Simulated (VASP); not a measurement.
Li (a cell with a defect): single point with PBE+D3(BJ)

The system is Li (a cell with a defect).

```
CELL_PARAMETERS angstrom
6.98000 0.00000 0.00000
0.00000 6.98000 0.00000
0.00000 0.00000 6.98000
ATOMIC_POSITIONS crystal
Li 0.00270 0.01692 0.00327
Li 0.50541 0.02570 0.00351
Li 0.98585 0.52507 0.99107
Li 0.08629 0.01785 0.44903
Li 0.22555 0.29163 0.24446
Li 0.51089 0.42972 0.06003
Li 0.49502 0.02137 0.49011
Li 0.78132 0.24494 0.28207
Li 0.00153 0.53280 0.50254
Li 0.27541 0.74445 0.21575
Li 0.25180 0.27478 0.75164
Li 0.50264 0.51530 0.49144
Li 0.75498 0.76725 0.24961
Li 0.76404 0.27003 0.73779
Li 0.24866 0.76237 0.75701
Li 0.62776 0.67527 0.84097
Li 0.83709 0.87841 0.65853
```

The cell was built by a generator and needn't be a form met in nature.

* Program: VASP 6.6.1
* Task: single point
* Functional: PBE
* Dispersion: D3(BJ)
* Potentials or basis: VASP PAW PBE potentials, release 64 (Li_sv)
* Cutoff: 520 eV
* k mesh: 3 × 3 × 3
* Occupations: gaussian, width 0.15 eV
* Spin: no spin polarisation

- Largest force: 0.016 eV/Å
- Band gap on the k mesh: none (metal or under the smearing width)
- Dispersion energy per atom: -0.172 eV

Forces on the atoms (eV/Å):
```
Li  -0.007  0.004 -0.001
Li  -0.007  0.004 -0.002
Li  -0.009 -0.002  0.008
Li   0.003  0.001  0.003
Li  -0.001 -0.004 -0.003
Li  -0.001  0.002  0.001
Li  -0.004 -0.001  0.004
Li   0.005 -0.005  0.005
Li  -0.008  0.003 -0.003
Li   0.005 -0.004 -0.001
Li   0.006  0.003  0.003
Li  -0.003  0.005  0.002
Li   0.006 -0.002 -0.008
Li  -0.001 -0.002  0.002
Li   0.006 -0.004 -0.002
Li   0.010 -0.004 -0.012
Li   0.001  0.007  0.006
```

Levels at points of the mesh, in eV from the Fermi level:
```tsv
k point	band 22	band 23	band 24	band 25	band 26	band 27	band 28	band 29
(0.00, 0.00, 0.00)	-1.16	-1.15	-1.14	0.04	0.08	0.35	0.37	0.39
```

Wall time 5.1 min on 1 thread of Intel(R) Xeon(R) Platinum 8488C (Sapphire Rapids), with other jobs on the host, peak memory 0.42 GiB.
